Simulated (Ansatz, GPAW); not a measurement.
This is a calculation of Co for GPAW 26.7.0 (ASE script). 

The input run.py:

```python
from ase.dft.bandgap import bandgap
from ase.io import read, write
from ase.units import GPa
from gpaw import GPAW, PW

atoms = read('Co.xyz')
atoms.set_initial_magnetic_moments([2.0, 2.0])

calc = GPAW(mode=PW(600),
            xc='PBE',
            kpts={'size': (12, 12, 7), 'gamma': True},
            occupations={'name': 'methfessel-paxton', 'order': 0, 'width': 0.023},
            nbands=21,
            convergence={'density': 1e-05, 'energy': 1e-05},
            maxiter=150,
            txt='gpaw.txt')
atoms.calc = calc
energy = atoms.get_potential_energy()
forces = atoms.get_forces()
stress = atoms.get_stress()
calc.write('gs.gpw')
write('result.traj', atoms)
print(f'Energy: {energy:.6f} eV')
print('Forces (eV/A):')
print(forces.round(4))
print('Stress (GPa):', (stress / GPa).round(3))
print('Moments:', calc.get_magnetic_moments().round(3))
print('Fermi level:', round(calc.get_fermi_level(), 4), 'eV')
print(f'Gap: {bandgap(calc)[0]:.4f} eV, direct: {bandgap(calc, direct=True)[0]:.4f} eV')
```

Co.xyz

```xyz
2
Lattice="2.4719999032 0.0000000000 0.0000000000 -1.2359999516 2.1408147143 0.0000000000 0.0000000000 0.0000000000 4.0211440800" Properties=species:S:1:pos:R:3 pbc="T T T"
Co     1.2359999517      0.7136049047      3.0158580600
Co    -0.0000000001      1.4272098096      1.0052860200
```

Potentials or basis: GPAW PAW data sets (gpaw-data 1.2.1), pw.

Run with:

```console
$ OMP_NUM_THREADS=1 python run.py
```

Question: Set up the same calculation for Ansatz 0.2.0. Potentials or basis there: all-electron LAPW, scalar-relativistic.

Answer: As run (cutoffs and basis follow the program's own potentials, and thresholds, step limits or extra output files can differ):

Contents of input.yaml:

```yaml
crystal:
  lattice:
    - [2.4719999032, 0.0, 0.0]
    - [-1.2359999516, 2.1408147143, 0.0]
    - [0.0, 0.0, 4.02114408]
  atoms:
    - { symbol: Co, position: [0.6666666667, 0.3333333333, 0.75], spin: 2.0 }
    - { symbol: Co, position: [0.3333333333, 0.6666666667, 0.25], spin: 2.0 }
kpoints:
  mp_grid: { grid: [12, 12, 7] }
scf:
  occupations: { method: gaussian, width: 0.023 }
hamiltonian:
  xc: pbe
  pseudopotentials: { kind: all_electron, lapw: { basis_error: 0.001 } }
magnetization:
  spin_polarized: true
output:
  forces: true
  stress: true
  eigenvalues: true
```

Potentials or basis: all-electron LAPW, scalar-relativistic.

The run is started by

```sh
$ ansatz run input.yaml --threads 2 --pin off --max-ram 6144MiB --backend cpu --events-out ev --progress --plain --runs-dir out
```

Both were run:

|  | GPAW | Ansatz |
| --- | --- | --- |
| Pressure | 4.8 GPa | 4.6 GPa |
| Net moment | 3.21 μB per cell | 3.22 μB per cell |

Where Ansatz's input types no cutoff or centring, it takes its own default and a Γ-centred mesh.

The magnetic state is the one that the start led to; the real crystal's order can differ.

Pressure is positive in compression.
